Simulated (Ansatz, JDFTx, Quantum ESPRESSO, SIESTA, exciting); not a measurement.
## One calculation of InP, 6 ways

```
In P
1.0
     0.00000    2.93050    2.93050
     2.93050    0.00000    2.93050
     2.93050    2.93050    0.00000
In P
1 1
Direct
  0.00000 0.00000 0.00000
  0.75000 0.75000 0.75000
```

Alike in all runs: task band structure; functional PBE; k mesh 8 × 8 × 8; occupations fermi-dirac, width 0.05 eV; no spin polarisation; no spin-orbit coupling. Pressure is positive in compression and, in plane waves, holds the error of the finite cutoff, which Ansatz's Pulay term estimates and takes out. Gaps are the smaller of the mesh's and the band path's.

```csv
program and potentials,plane-wave cutoff (eV),notes,band gap (eV),pressure (GPa)
"Quantum ESPRESSO, PseudoDojo 0.4 SR PBE stringent",1116,13 valence electrons an atom on average,0.71,3.35
"Ansatz, PseudoDojo standard (PBE files)",952,9 valence electrons an atom on average,?,?
"exciting, all-electron LAPW+lo, shipped species files, valence relativity iora*",-,-,0.71,-
"SIESTA, files PseudoDojo sr-pbe-0.4.1-standard, DZP (energy shift 0.003 Ry; two zetas on semicore shells)",-,atomic basis; 9 valence electrons an atom on average,0.86,3.61
"Quantum ESPRESSO, PseudoDojo 0.4.1 SR PBE standard",952,9 valence electrons an atom on average,0.71,3.41
"JDFTx, PseudoDojo-SR-PBE-0.5-standard with smoothed tails",952,9 valence electrons an atom on average,0.71,-
```

Task: Estimate from the other rows what the run with Ansatz, PseudoDojo standard (PBE files) gave.

Result: Band gap 0.71 eV; pressure 3.42 GPa. The other rows, which needn't bracket it: band gap 0.71 to 0.86; pressure 3.35 to 3.61.
